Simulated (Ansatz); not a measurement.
## Mo under changes of volume

One of the cells (15.892 Å³/atom); the others are scaled copies at fixed shape and fractional positions:

```
Mo
1.0
    -1.58381    1.58381    1.58381
     1.58381   -1.58381    1.58381
     1.58381    1.58381   -1.58381
Mo
1
Direct
  0.00000 0.00000 0.00000
```

| Item | Value |
| --- | --- |
| Program | Ansatz 0.2.0 |
| Functional | PBEsol |
| Potentials or basis | JTH PAW |
| Cutoff | 1800 eV (not typed: the program's choice for these potentials) |
| k mesh | 12 × 12 × 12 |
| Occupations | fermi-dirac, width 0.05 eV |
| Spin | no spin polarisation |

```tsv
volume (Å³/atom)	energy over the lowest point (meV/atom)	pressure (GPa)
14.938	?	?
15.256	0.00	1.6
15.574	2.68	-4.1
15.892	16.08	-9.3
16.209	39.12	-13.8
16.527	70.78	-18.0
16.845	110.17	-21.6
```

Problem. What does the run at 14.938 Å³/atom give?

Solution. Energy over the lowest point 9.31 meV/atom; pressure 8.0 GPa.

Worked out: A Birch-Murnaghan fit of order 3 (a polynomial in V^(-2/3)) to the other rows has its minimum at 15.34 Å³/atom with B0 = V·E''(V) = 284 GPa and B' = 4.4. It gives 9.41 meV/atom at 14.938 Å³/atom, against the run's 9.31, and -dE/dV = 8.0 GPa, against 8.0.

Energies are extrapolated to zero smearing.
